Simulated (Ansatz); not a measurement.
What a change of settings does: BP (rocksalt type)

First run: DFT, PBE, PAW with Ansatz's default frozen-core files, scalar-relativistic (Ansatz 0.2.0).

Command: `ansatz run input.yaml --threads 1 --pin off --max-ram 2048MiB --backend cpu --events-out ev --progress --plain --runs-dir out` It took 1 s on 1 thread of Arm Neoverse V2, with other jobs on the host, peak memory 0.26 GiB.

```yaml
crystal:
  lattice:
    - [0.0, 2.1160894249, 2.1160894249]
    - [2.1160894249, 0.0, 2.1160894249]
    - [2.1160894249, 2.1160894249, 0.0]
  atoms:
    - { symbol: B, position: [0.0, 0.0, 0.0] }
    - { symbol: P, position: [0.5, 0.5, 0.5] }
kpoints:
  mp_grid: { grid: [17, 17, 17] }
scf:
  occupations: { method: fermi_dirac, width: 0.08 }
hamiltonian:
  xc: pbe
  pseudopotentials: { kind: paw }
output:
  forces: true
  stress: true
  eigenvalues: true
basis:
  ecutwfc: 250
```

The cell comes from a relaxation on PAW files under the same functional, begun from a prototype that needn't be the stable phase.

This run: volume at 0.94 of the series' base cell, ecut 250.

It converges in 7 SCF iterations at a pressure of 10.97 GPa, cutoff 250 eV.

The input is then changed:

```diff
 basis:
-  ecutwfc: 250
+  ecutwfc: "550 eV"
+  ecutrho_ratio: 8
```

Question: Predict the outcome of the changed run.

Answer: It converges in 6 SCF iterations at a pressure of 11.10 GPa, cutoff 550 eV, free energy -172.3 meV/atom against the first run's. More than one line changes, and not each need have an effect.
